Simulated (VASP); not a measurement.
Crystal: CdF2.

```xyz
3
Lattice="0.0000 2.6942 2.6942 2.6942 0.0000 2.6942 2.6942 2.6942 0.0000" Properties=species:S:1:pos:R:3 pbc="T T T"
Cd    0.0000    0.0000    0.0000
F     1.3471    1.3471    1.3471
F     4.0413    4.0413    4.0413
```

The cell was built by a generator and needn't be a form met in nature.

Base run:

```yaml
Program: VASP 6.6.1
Functional: PBE
Potentials_or_basis: VASP PAW PBE potentials, release 64 (Cd, F)
Cutoff: 520 eV
k_mesh: 8 × 8 × 8
Occupations: gaussian, width 0.01 eV
Spin: no spin polarisation
```

Its results: band gap on the k mesh 3.07 eV, indirect (least direct gap 3.57 eV); pressure 6.2 GPa.

The run is repeated on the same cell with these changes: functional from PBE to HSE06; k mesh from 8 × 8 × 8 to 4 × 4 × 4. What comes out?

Band gap on the k mesh 5.16 eV, indirect (least direct gap 5.74 eV); pressure 2.7 GPa.

Several settings changed at once, so the effect can't be laid on one alone.

Caveats: some runs use coarse meshes; the PAW data sets were made with another functional, which shifts forces and pressure a little (some runs).

A k mesh can miss the band edges.
